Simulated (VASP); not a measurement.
# TiO2 (I4_1/amd) in VASP: band structure with PBE

Aim: the band structure of TiO2 with PBE.

Program: VASP 6.6.1. These are calculated values, not measurements. Logs are shortened: lines on timing, memory, paths and dates and some standing lists are left out, and cuts for length are marked.

### Step 1. The structure

It takes space group I4_1/amd (No. 141, tetragonal). The conventional cell has a = 3.799 Å, b = 3.799 Å, c = 9.701 Å, α = 90.00°, β = 90.00°, γ = 90.00°. Around Ti (site symmetry -4m2) lie 6 O at 1.95 to 2.00 Å. O (site symmetry 2mm) has 3 Ti at 1.95 to 2.00 Å as nearest neighbours.

### Step 2. Band structure, PBE

Input file INCAR:

```
SYSTEM = TiO2
  PREC = Accurate
  ENCUT = 520
  EDIFF = 1E-6
  ISMEAR = 0
  SIGMA = 0.02
  LREAL = .False.
  LASPH = .True.
  NELM = 60
  ALGO = Normal
  ISIF = 2
  LWAVE = .False.
  LCHARG = .False.
  LMAXMIX = 4
  GGA = PE
  NBANDS = 33
```

Input file KPOINTS:

```
regular mesh
0
Gamma
  10 10 10
  0 0 0
```

Input file POSCAR:

```
TiO2
1.0
   -1.8993960000      1.8993960000      4.8504230000
    1.8993960000     -1.8993960000      4.8504230000
    1.8993960000      1.8993960000     -4.8504230000
Ti O
2 4
Direct
    0.0000000000      0.0000000000      0.0000000000
    0.7500000000      0.2500000000      0.5000000000
    0.2064519000      0.2064519000      0.0000000000
    0.9564519000      0.4564519000      0.5000000000
    0.5435481000      0.0435480700      0.5000000000
    0.7935481000      0.7935481000      0.0000000000
```

Input file KPOINTS_OPT:

```
path GXYSGZS1NPY1Z,XP
15
line-mode
reciprocal
 0.0000000000  0.0000000000  0.0000000000  G
-0.5000000000  0.5000000000  0.0000000000  X

-0.5000000000  0.5000000000  0.0000000000  X
-0.5000000000  0.5000000000 -0.0766728865  Y

-0.5000000000  0.5000000000 -0.0766728865  Y
-0.2883364432  0.2883364432 -0.2883364432  S

-0.2883364432  0.2883364432 -0.2883364432  S
 0.0000000000  0.0000000000  0.0000000000  G

 0.0000000000  0.0000000000  0.0000000000  G
 0.5000000000  0.5000000000 -0.5000000000  Z

 0.5000000000  0.5000000000 -0.5000000000  Z
 0.2883364432  0.7116635568 -0.7116635568  S1

 0.2883364432  0.7116635568 -0.7116635568  S1
 0.0000000000  0.5000000000 -0.5000000000  N

 0.0000000000  0.5000000000 -0.5000000000  N
-0.2500000000  0.7500000000 -0.2500000000  P

-0.2500000000  0.7500000000 -0.2500000000  P
 0.0766728865  0.9233271135 -0.5000000000  Y1

 0.0766728865  0.9233271135 -0.5000000000  Y1
 0.5000000000  0.5000000000 -0.5000000000  Z

-0.5000000000  0.5000000000  0.0000000000  X
-0.2500000000  0.7500000000 -0.2500000000  P
```

Potentials or basis: VASP PAW PBE potentials, release 64 (Ti_sv, O).

Run with:

```
$ cat potpaw_PBE.64/Ti_sv/POTCAR potpaw_PBE.64/O/POTCAR > POTCAR
$ mpirun -np 1 vasp_std > vasp.out
```

OUTCAR:

```text
SYSTEM = TiO2
   PREC = Accurate
   ENCUT = 520
   EDIFF = 1E-6
   ISMEAR = 0
   LREAL = .False.
   LASPH = .True.
   NELM = 60
   ISIF = 2
   GGA = PE

 ion  position               nearest neighbor table
   1  0.000  0.000  0.000-   5 1.95   4 1.95   4 1.95   5 1.95   3 2.00   6 2.00
   2  0.750  0.250  0.500-   3 1.95   6 1.95   6 1.95   3 1.95   4 2.00   5 2.00
   3  0.206  0.206  0.000-   2 1.95   2 1.95   1 2.00
   4  0.956  0.456  0.500-   1 1.95   1 1.95   2 2.00
   5  0.544  0.044  0.500-   1 1.95   1 1.95   2 2.00
   6  0.794  0.794  0.000-   2 1.95   2 1.95   1 2.00

  LATTYP: Found a body centered tetragonal cell.
 ALAT       =     3.7987920000
 C/A-ratio  =     2.5536660075

  Lattice vectors:

 A1 = (  -1.8993960000,   1.8993960000,   4.8504230000)
 A2 = (   1.8993960000,  -1.8993960000,   4.8504230000)
 A3 = (   1.8993960000,   1.8993960000,  -4.8504230000)

Analysis of symmetry for initial positions (statically):
=====================================================================
 Subroutine PRICEL returns:
 Original cell was already a primitive cell.

 Routine SETGRP: Setting up the symmetry group for a
 body centered tetragonal supercell.

 Subroutine GETGRP returns: Found 16 space group operations
 (whereof  8 operations were pure point group operations)
 out of a pool of 16 trial point group operations.

The static configuration has the point symmetry D_2d.
 The point group associated with its full space group is D_4h.

Analysis of symmetry for dynamics (positions and initial velocities):
=====================================================================
 Subroutine PRICEL returns:
 Original cell was already a primitive cell.

 Routine SETGRP: Setting up the symmetry group for a
 body centered tetragonal supercell.

 Subroutine GETGRP returns: Found 16 space group operations
 (whereof  8 operations were pure point group operations)
 out of a pool of 16 trial point group operations.

The dynamic configuration has the point symmetry D_2d.
 The point group associated with its full space group is D_4h.

 Subroutine INISYM returns: Found 16 space group operations
 (whereof  8 operations are pure point group operations),
 and found     1 'primitive' translations

----------------------------------------------------------------------------------------

                                     Primitive cell

  volume of cell :      69.9956

  direct lattice vectors                    reciprocal lattice vectors
    -1.899396000  1.899396000  4.850423000     0.000000000  0.263241578  0.103083793
     1.899396000 -1.899396000  4.850423000     0.263241578  0.000000000  0.103083793
     1.899396000  1.899396000 -4.850423000     0.263241578  0.263241578  0.000000000

  length of vectors
     5.544548098  5.544548098  5.544548098     0.282705495  0.282705495  0.372279810

  position of ions in fractional coordinates (direct lattice)
     0.000000000  0.000000000  0.000000000
     0.750000000  0.250000000  0.500000000
     0.206451900  0.206451900  0.000000000
     0.956451900  0.456451900  0.500000000
     0.543548100  0.043548070  0.500000000
     0.793548100  0.793548100  0.000000000

  ion indices of the primitive-cell ions
   primitive index   ion index
                 1           1
                 2           2
                 3           3
                 4           4
                 5           5
                 6           6

----------------------------------------------------------------------------------------

 KPOINTS: regular mesh

Automatic generation of k-mesh.
 Grid dimensions read from file:
 generate k-points for:   10   10   10

 Generating k-lattice:

  Cartesian coordinates                     Fractional coordinates (reciprocal lattice)
     0.000000000  0.026324158  0.010308379     0.100000000  0.000000000 -0.000000000
     0.026324158  0.000000000  0.010308379     0.000000000  0.100000000 -0.000000000
     0.026324158  0.026324158  0.000000000     0.000000000  0.000000000  0.100000000

  Length of vectors
     0.028270549  0.028270549  0.037227981

  Shift w.r.t. Gamma in fractional coordinates (k-lattice)
     0.000000000  0.000000000  0.000000000

 Subroutine IBZKPT returns following result:
 ===========================================

 Found    102 irreducible k-points:

 Following reciprocal coordinates:
            Coordinates               Weight
  0.000000  0.000000  0.000000      1.000000
  0.100000  0.000000 -0.000000      8.000000
  0.200000  0.000000 -0.000000      8.000000
  0.300000  0.000000 -0.000000      8.000000
  0.400000  0.000000 -0.000000      8.000000
  0.500000  0.000000 -0.000000      4.000000
[... 16 lines left out ...]
  0.300000  0.300000 -0.000000      8.000000
  0.400000  0.300000 -0.000000     16.000000
 [... further k-points ...]
   k-points           NKPTS =    102   k-points in BZ     NKDIM =    102   number of bands    NBANDS=     33
   number of dos      NEDOS =    301   number of ions     NIONS =      6
   total plane-waves  NPLWV =  74088
   dimension x,y,z NGX =    42 NGY =   42 NGZ =   42
   dimension x,y,z NGXF=    84 NGYF=   84 NGZF=   84
   ions per type =               2   4
   NGX,Y,Z   is equivalent  to a cutoff of  12.59, 12.59, 12.59 a.u.
   NGXF,Y,Z  is equivalent  to a cutoff of  25.19, 25.19, 25.19 a.u.
 SYSTEM =  TiO2
   PREC   = accura    normal or accurate (medium, high low for compatibility)
   ISTART =      0    job   : 0-new  1-cont  2-samecut
   ICHARG =      2    charge: 1-file 2-atom 10-const
   ISPIN  =      1    spin polarized calculation?
   LNONCOLLINEAR =      F non collinear calculations
   LSORBIT =      F    spin-orbit coupling
   LASPH  =      T    aspherical Exc in radial PAW
   ENCUT  =  520.0 eV  38.22 Ry    6.18 a.u.  10.31 10.31 10.31*2*pi/ulx,y,z
   NELM   =     60;   NELMIN=  2; NELMDL= -5     # of ELM steps
   EDIFF  = 0.1E-05   stopping-criterion for ELM
   LREAL  =      F    real-space projection
   EDIFFG = 0.1E-04   stopping-criterion for IOM
   NSW    =      0    number of steps for IOM
   IBRION =     -1    ionic relax: 0-MD 1-quasi-New 2-CG
   NFREE  =      0    steps in history (QN), initial steepest desc. (CG)
   ISIF   =      2    stress and relaxation
   ISYM   =      2    0-nonsym 1-usesym 2-fastsym
   POTIM  = 0.5000    time-step for ionic-motion
   TEBEG  =    0.0;   TEEND  =   0.0 temperature during run
   PSTRESS=    0.0 pullay stress
   NELECT =      48.0000    total number of electrons
   NUPDOWN=      -1.0000    fix difference up-down
   EMIN   =  10.00;   EMAX   =-10.00  energy-range for DOS
   EFERMI =   0.00;   METHOD = LEGACY
   ISMEAR =     0;   SIGMA  =   0.02  broadening in eV -4-tet -1-fermi 0-gaus
   EFERMI_NEDOS =   21; number of points for ismear=-14 and -15
   IALGO  =     38    algorithm
   IMIX   =      4    mixing-type and parameters
     AMIX     =   0.40;   BMIX     =  1.00
     AMIX_MAG =   1.60;   BMIX_MAG =  1.00
  volume/ion in A,a.u.               =      11.67        78.73
  Fermi-wavevector in a.u.,A,eV,Ry     =   1.443660  2.728122 28.356653  2.084155
  Thomas-Fermi vector in A             =   2.562043
   LORBIT       =      0    0 simple, 1 ext, 2 COOP (PROOUT), +10 PAW based schemes
   GGA     = PE    functional components
   LHFCALC =     F    Hartree Fock is set to
   AEXX    =    0.0000 exact exchange contribution
   IVDW    =     0    specifies the selected vdW correction
   LEPSILON=     F    determine dielectric tensor
   LRPA    =     F    only Hartree local field effects (RPA)
 non-spin polarized calculation
 Gauss-broadening in eV      SIGMA  =   0.02
  energy-cutoff  :      520.00
  volume of cell :       70.00
 maximum number of plane-waves:      1899
 NGX is ok and might be reduce to    42
   NGX = 21   NGY = 21   NGZ = 21

 number of electron      47.9999996 magnetization

 Free energy of the ion-electron system (eV)
  ---------------------------------------------------
  ext. energy  EPLUGINS =         0.00000000
  ---------------------------------------------------
  free energy    TOTEN  =       -53.86479228 eV

  energy without entropy =      -53.86479228  energy(sigma->0) =      -53.86479228

 E-fermi :   3.3678     XC(G=0): -10.5922

 val. band max:        3.1406265322   @ k =  -0.4000   0.4000   0.0000
 cond. band min:       5.2539459567   @ k =   0.0000   0.0000   0.0000
 fundamental gap:      2.1133194245
 Fermi energy:         3.3677631978

 k-point     1 :       0.0000    0.0000    0.0000
  band No.  band energies     occupation
      1     -53.3150      2.00000
      2     -53.2640      2.00000
      3     -29.7437      2.00000
      4     -29.5252      2.00000
      5     -29.5252      2.00000
      6     -29.4639      2.00000
[... 25 lines left out ...]
     32       8.2011      0.00000
     33       8.3435      0.00000

 k-point     2 :       0.1000    0.0000   -0.0000
  band No.  band energies     occupation
      1     -53.3139      2.00000
      2     -53.2647      2.00000
      3     -29.7411      2.00000
      4     -29.5370      2.00000
      5     -29.5260      2.00000
      6     -29.4689      2.00000
[... 25 lines left out ...]
     32       8.3770      0.00000
     33       8.6156      0.00000

 k-point     3 :       0.2000    0.0000   -0.0000
  band No.  band energies     occupation
      1     -53.3108      2.00000
      2     -53.2668      2.00000
      3     -29.7342      2.00000
      4     -29.5665      2.00000
      5     -29.5280      2.00000
      6     -29.4809      2.00000
[... 25 lines left out ...]
     32       8.7259      0.00000
     33       9.0242      0.00000

 k-point     4 :       0.3000    0.0000   -0.0000
  band No.  band energies     occupation
      1     -53.3064      2.00000
      2     -53.2700      2.00000
      3     -29.7259      2.00000
      4     -29.6022      2.00000
      5     -29.5302      2.00000
      6     -29.4926      2.00000
[... 673 lines left out ...]
     32       9.4218      0.00000
     33       9.7258      0.00000

 k-point    23 :       0.3000    0.3000   -0.0000
  band No.  band energies     occupation
      1     -53.2956      2.00000
      2     -53.2780      2.00000
      3     -29.7010      2.00000
      4     -29.6479      2.00000
      5     -29.5672      2.00000
      6     -29.5268      2.00000
[... 25 lines left out ...]
     32       9.4071      0.00000
     33      10.2363      0.00000

 k-point    24 :       0.4000    0.3000   -0.0000
  band No.  band energies     occupation
      1     -53.2924      2.00000
      2     -53.2802      2.00000
      3     -29.7033      2.00000
      4     -29.6675      2.00000
      5     -29.5691      2.00000
      6     -29.5413      2.00000
[... 25 lines left out ...]
     32       9.4167      0.00000
     33      10.2969      0.00000

 [... further k-points ...]

------------------------ aborting loop because EDIFF is reached ----------------------------------------

  FORCE on cell =-STRESS in cart. coord.  units (eV):
  Direction    XX          YY          ZZ          XY          YZ          ZX
  --------------------------------------------------------------------------------------
  -------------------------------------------------------------------------------------
  Total        0.2916802      0.2916802      0.3139021      0.0000000     -0.0000000      0.0000000
  in kB        6.6764703      6.6764703      7.1851217      0.0000000     -0.0000000      0.0000000
  external PRESSURE =       6.8460208 kB  Pullay stress =       0.0000000 kB

 VOLUME and BASIS-vectors are now :
 -----------------------------------------------------------------------------
  energy-cutoff  :      520.00
  volume of cell :       70.00
      direct lattice vectors                 reciprocal lattice vectors
    -1.899396000  1.899396000  4.850423000     0.000000000  0.263241578  0.103083793
     1.899396000 -1.899396000  4.850423000     0.263241578  0.000000000  0.103083793
     1.899396000  1.899396000 -4.850423000     0.263241578  0.263241578  0.000000000

 POSITION                                       TOTAL-FORCE (eV/Angst)
 -----------------------------------------------------------------------------------
      0.00000      0.00000      0.00000        -0.000000     -0.000000      0.000000
      0.00000      1.89940      2.42521        -0.000000     -0.000000      0.000000
      0.00000      0.00000      2.00276        -0.000000      0.000000      0.018331
     -0.00000      1.89940      4.42797         0.000000     -0.000000      0.018331
     -0.00000      1.89940      0.42245         0.000000     -0.000000     -0.018331
      0.00000      0.00000      7.69809        -0.000000      0.000000     -0.018331
 -----------------------------------------------------------------------------------
    total drift:                                0.000085     -0.000048      0.000167

  FREE ENERGIE OF THE ION-ELECTRON SYSTEM (eV)
  ---------------------------------------------------
  free  energy   TOTEN  =       -53.8647922841 eV

  energy  without entropy=      -53.8647922841  energy(sigma->0) =      -53.86479228
```

It took 5.3 min on 1 thread of Intel Xeon 6975P-C (Granite Rapids), shared host; peak memory 0.47 GiB.

What came out:

| Quantity | Value |
| --- | --- |
| Free energy | -53.8648 eV |
| Pressure | 0.7 GPa |
| Largest force | 0.018 eV/Å |
| Band gap on the k mesh | 2.11 eV, indirect (least direct gap 2.41 eV) |
| Band gap along the path | 2.10 eV, indirect (least direct gap 2.41 eV) |

Forces on the atoms (eV/Å):
```
Ti   0.000  0.000  0.000
Ti   0.000  0.000  0.000
O    0.000  0.000  0.018
O    0.000  0.000  0.018
O    0.000  0.000 -0.018
O    0.000  0.000 -0.018
```

Levels at the corners of the path, in eV from the valence-band top:
```tsv
point	band 20	band 21	band 22	band 23	band 24	band 25	band 26	band 27	band 28	band 29
Γ	-0.80	-0.80	-0.79	-0.42	-0.42	2.10	2.77	3.96	3.96	3.97
X	-2.57	-1.98	-1.98	-0.05	-0.05	3.20	3.20	3.67	3.67	4.76
X	-2.57	-1.98	-1.98	-0.05	-0.05	3.20	3.20	3.67	3.67	4.76
Y	-2.68	-1.83	-1.83	-0.09	-0.09	3.18	3.18	3.62	3.62	4.66
Y	-2.68	-1.83	-1.83	-0.09	-0.09	3.18	3.18	3.62	3.62	4.66
S	-1.80	-1.17	-0.91	-0.84	-0.83	3.18	3.40	3.46	3.48	4.15
S	-1.80	-1.17	-0.91	-0.84	-0.83	3.18	3.40	3.46	3.48	4.15
Γ	-0.80	-0.80	-0.79	-0.42	-0.42	2.10	2.77	3.96	3.96	3.97
Γ	-0.80	-0.80	-0.79	-0.42	-0.42	2.10	2.77	3.96	3.96	3.97
Z	-1.34	-1.24	-1.24	-0.10	-0.10	2.42	2.42	3.69	3.69	4.25
Z	-1.34	-1.24	-1.24	-0.10	-0.10	2.42	2.42	3.69	3.69	4.25
S1	-1.80	-1.17	-0.91	-0.84	-0.83	3.18	3.40	3.46	3.48	4.15
S1	-1.80	-1.17	-0.91	-0.84	-0.83	3.18	3.40	3.46	3.48	4.15
N	-1.90	-1.89	-0.88	-0.85	-0.65	3.18	3.45	3.50	3.51	4.19
N	-1.90	-1.89	-0.88	-0.85	-0.65	3.18	3.45	3.50	3.51	4.19
P	-2.87	-1.56	-1.56	-0.25	-0.25	3.43	3.43	3.47	3.47	4.76
P	-2.87	-1.56	-1.56	-0.25	-0.25	3.43	3.43	3.47	3.47	4.76
Y1	-2.68	-1.83	-1.83	-0.09	-0.09	3.18	3.18	3.62	3.62	4.66
Y1	-2.68	-1.83	-1.83	-0.09	-0.09	3.18	3.18	3.62	3.62	4.66
Z	-1.34	-1.24	-1.24	-0.10	-0.10	2.42	2.42	3.69	3.69	4.25
X	-2.57	-1.98	-1.98	-0.05	-0.05	3.20	3.20	3.67	3.67	4.76
P	-2.87	-1.56	-1.56	-0.25	-0.25	3.43	3.43	3.47	3.47	4.76
```
